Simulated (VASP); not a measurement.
A run of VASP 6.6.1 is set up as follows.

INCAR

```
SYSTEM = Ba
  PREC = Accurate
  ENCUT = 520
  EDIFF = 1E-7
  ISMEAR = -1
  SIGMA = 0.1
  LREAL = .FALSE.
  LASPH = .TRUE.
  NELM = 60
  ALGO = Fast
  ISIF = 2
  LWAVE = .FALSE.
  LCHARG = .TRUE.
  GGA = PS
  LELF = .TRUE.
  LVHAR = .TRUE.
  NBANDS = 11
```

File KPOINTS:

```
Automatic mesh
0
G
  15 15 15
  0 0 0
```

Contents of POSCAR:

```
Ba
1.0
    0.0000000000      3.0811059987      3.0811059987
    3.0811059987      0.0000000000      3.0811059987
    3.0811059987      3.0811059987      0.0000000000
Ba
1
Direct
    0.0000000000      0.0000000000      0.0000000000
```

Potentials or basis: VASP PAW PBE potentials, release 64 (Ba_sv).

Launch:

```bash
$ cat potpaw_PBE.64/Ba_sv/POTCAR > POTCAR
$ mpirun -np 1 vasp_std > vasp.out
```

(1) Estimate the pressure.

(2) Predict the band gap on the k mesh.

## Answers

(1) 0.1 GPa.

(2) none (metal or under the smearing width).

Caveat: the PAW data sets were made with another functional, which shifts forces and pressure a little.
